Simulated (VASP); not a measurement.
Here is a VASP 6.6.1 calculation.

File POSCAR:

```
TiSe
1.0
    0.0000000000      3.1030036500      3.1030036500
    3.1030036500      0.0000000000      3.1030036500
    3.1030036500      3.1030036500      0.0000000000
Ti Se
1 1
Direct
    0.0000000000      0.0000000000      0.0000000000
    0.2500000000      0.2500000000      0.2500000000
```

File INCAR.step1:

```
PREC = Accurate ; ENCUT = 600
EDIFF = 1E-8 ; ISMEAR = 0
SIGMA = 0.02 ; LREAL = F
LASPH = T ; NELM = 60
ALGO = Normal ; ISIF = 3
LWAVE = F ; LCHARG = F
GGA = CA ; IBRION = 2
NSW = 40 ; EDIFFG = -0.002
```

The input INCAR.step2:

```
PREC = Accurate ; ENCUT = 600
EDIFF = 1E-8 ; ISMEAR = 0
SIGMA = 0.02 ; LREAL = F
LASPH = T ; NELM = 60
ALGO = Normal ; ISIF = 2
LWAVE = F ; LCHARG = F
GGA = CA ; IBRION = 6
NFREE = 2 ; POTIM = 0.015
NSW = 1
```

The input KPOINTS:

```
Automatic mesh
0
Gamma
  6 6 6
```

Potentials or basis: VASP PAW LDA potentials, release 64 (Ti_sv, Se).

Launch:

```console
$ cat potpaw_LDA.64/Ti_sv/POTCAR potpaw_LDA.64/Se/POTCAR > POTCAR
$ cp INCAR.step1 INCAR
$ mpirun -np 1 vasp_std > vasp.out
$ cp CONTCAR POSCAR
$ cp INCAR.step2 INCAR
$ mpirun -np 1 vasp_std > vasp.out
```

(1) What does it give for the highest phonon frequency at Γ, LO-TO splitting left out?

(2) Estimate the space group after relaxing (to 0.05 Å).

(3) What does it give for the relaxed volume?

(4) Predict the relaxed cell.

Results:

(1) 295 cm⁻¹.

(2) F-43m (No. 216).

(3) 22.27 Å³/atom.

(4) a = 3.979 Å, b = 3.979 Å, c = 3.979 Å, α = 60.00°, β = 60.00°, γ = 60.00°.

Caveat: the volume moved by over 15 % at a fixed basis, so the end points are rough.
